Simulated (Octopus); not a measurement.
# PtSe2 (Sudovikovite) in Octopus: the effect of functional

Crystal: PtSe2 (Sudovikovite).

```xyz
3
Lattice="3.7240 0.0000 0.0000 -1.8620 3.2251 0.0000 0.0000 0.0000 5.0620" Properties=species:S:1:pos:R:3 pbc="T T T"
Pt    0.0000    0.0000    0.0000
Se    1.8620    1.0750    3.7965
Se    0.0000    2.1501    1.2655
```

Alike in all runs:

- Program: Octopus 16.4
- Task: single point
- Potentials or basis: pseudodojo_pbe (PseudoDojo 0.5, PBE)
- Grid spacing: 0.149 Å
- k mesh: 4 × 4 × 2
- Occupations: fermi-dirac, width 0.05 eV
- Spin: no spin polarisation

```csv
functional,largest force (eV/Å)
LDA,?
PBEsol,0.36
RPBE,0.71
revPBE,0.69
BLYP,1.05
AM05,0.22
```

**Question.** What does the run with functional LDA give?

**Answer.** Largest force 0.18 eV/Å.

Caveats: all runs use coarse meshes; the potentials were made for another functional, which shifts forces and pressure.

Runs at the PBE level aren't shown here.
